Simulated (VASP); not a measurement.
Wanted: the native input for a VASP 6.6.1 run.

```yaml
Task: single point
Functional: r2SCAN
Potentials_or_basis: VASP PAW PBE potentials, release 64 (Zr_sv, H)
Cutoff: 520 eV
k_mesh: 6 × 6 × 6
Occupations: methfessel-paxton, width 0.2 eV
Spin: no spin polarisation
Dipole_correction: no
Further_INCAR_settings: ALGO = Normal; EDIFF = 1e-06; NBANDS = 14
```

The system is ZrH2.

```
Zr H
1.0
     0.00000    2.40923    2.40923
     2.40923    0.00000    2.40923
     2.40923    2.40923    0.00000
Zr H
1 2
Direct
  0.00000 0.00000 0.00000
  0.75000 0.75000 0.75000
  0.25000 0.25000 0.25000
```

The cell is a database's computed one.

The input as run:

POSCAR

```
ZrH2
1.0
    0.0000000000      2.4092300000      2.4092300000
    2.4092300000      0.0000000000      2.4092300000
    2.4092300000      2.4092300000      0.0000000000
Zr H
1 2
Direct
    0.0000000000      0.0000000000      0.0000000000
    0.7500000000      0.7500000000      0.7500000000
    0.2500000000      0.2500000000      0.2500000000
```

INCAR.step1

```
SYSTEM = ZrH2
PREC = Accurate ; ENCUT = 520
ISMEAR = 1 ; SIGMA = 0.2
LREAL = .FALSE. ; LASPH = .TRUE.
NELM = 100 ; NBANDS = 14
GGA = PE ; ALGO = Normal
EDIFF = 1E-4 ; LWAVE = .TRUE.
LCHARG = .FALSE.
```

INCAR.step2

```
SYSTEM = ZrH2
PREC = Accurate ; ENCUT = 520
EDIFF = 1E-6 ; ISMEAR = 1
SIGMA = 0.2 ; LREAL = .FALSE.
LASPH = .TRUE. ; NELM = 100
ALGO = Normal ; ISIF = 2
LWAVE = .FALSE. ; LCHARG = .TRUE.
METAGGA = R2SCAN ; LMIXTAU = .TRUE.
LELF = .TRUE. ; LVHAR = .TRUE.
NBANDS = 14 ; ISTART = 1
```

KPOINTS

```
regular mesh
0
G
  6 6 6
  0 0 0
```

Potentials or basis: VASP PAW PBE potentials, release 64 (Zr_sv, H).

Run with:

```bash
$ cat potpaw_PBE.64/Zr_sv/POTCAR potpaw_PBE.64/H/POTCAR > POTCAR
$ cp INCAR.step1 INCAR
$ mpirun -np 1 vasp_std > vasp.out
$ cp INCAR.step2 INCAR
$ mpirun -np 1 vasp_std > vasp.out
```

It gave:

The pressure is -1.8 GPa. The band gap on the k mesh is none (metal or under the smearing width).

Caveat: the k mesh is coarse (spacing up to 0.38 Å⁻¹), so the values aren't converged; the PAW data sets were made with another functional, which shifts forces and pressure a little.

It took 52 s on 1 thread of Intel(R) Xeon(R) Platinum 8259CL CPU @ 2.50GHz (Skylake/Cascade Lake), with other jobs on the host, peak memory 0.16 GiB.
